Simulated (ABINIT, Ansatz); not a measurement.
This is a calculation of InAs for ABINIT 10.8.3 (patched build). Atoms were shifted at random by some hundredths of an Å from the given cell, which wasn't relaxed again for these runs. 

The input run.abi:

```
pp_dirpath "./"
pseudos "In.GGA_PBE-JTH.xml, As.GGA_PBE-JTH.xml"

acell 3*1.0 Angstrom
rprim
     0.0000000000     3.0180000000     3.0180000000
     3.0180000000     0.0000000000     3.0180000000
     3.0180000000     3.0180000000     0.0000000000
ntypat 2
znucl 49 33
natom 2
typat 1 2
xcart
    -0.0503192758     0.0132884407     0.0096783193
     8.5220025071     8.5915187320     8.5908172392
chkprim 0
chksymtnons 0
tolsym 1.0e-6

ecut 22.0
pawecutdg 44.0

kptopt 1
ngkpt 8 8 8
nshiftk 1
shiftk 0.0 0.0 0.0

ixc 11

nband 18
occopt 3
tsmear 0.00183747

nstep 100
tolvrs 1.0e-9

iomode 3
prtwf 0
prtden 0
prteig 0
prtebands 0
enunit 2
```

Potentials or basis: JTH PAW PBE v2.0.

Launch:

```sh
$ abinit run.abi > log 2>&1
```

Task: What does the same run look like in Ansatz 0.2.0? Potentials or basis there: Ansatz PAW, cutoff 420 eV.

Result: As run (cutoffs and basis follow the program's own potentials, and thresholds, step limits or extra output files can differ):

File input.yaml:

```yaml
crystal:
  lattice:
    - [0.0, 3.018, 3.018]
    - [3.018, 0.0, 3.018]
    - [3.018, 3.018, 0.0]
  atoms:
    - { symbol: In, position: [0.006425, -0.004728, -0.004095] }
    - { symbol: As, position: [0.759253, 0.747064, 0.747187] }
hamiltonian:
  xc: pbe
  pseudopotentials: { kind: paw }
kpoints:
  mp_grid: { grid: [8, 8, 8] }
scf:
  occupations: { method: fermi_dirac, width: 0.05 }
output:
  forces: true
  stress: true
  eigenvalues: true
```

Potentials or basis: Ansatz PAW.

Command:

```sh
$ ansatz run input.yaml --threads 1 --pin off --max-ram 3584MiB --backend cpu --events-out ev --progress --plain --runs-dir out
```

Both were run:

|  | ABINIT | Ansatz |
| --- | --- | --- |
| Pressure | 4.3 GPa | 4.3 GPa |
| Largest force | 0.169 eV/Å | 0.172 eV/Å |
| Energy over the undisturbed cell | 0.9 meV/atom | 0.9 meV/atom |

Ansatz's pressure holds a Pulay term of +0.04 GPa for its cutoff of 420 eV, which the other run lacks.

Where Ansatz's input types no cutoff or centring, it takes its own default and a Γ-centred mesh.

Pressure is positive in compression.
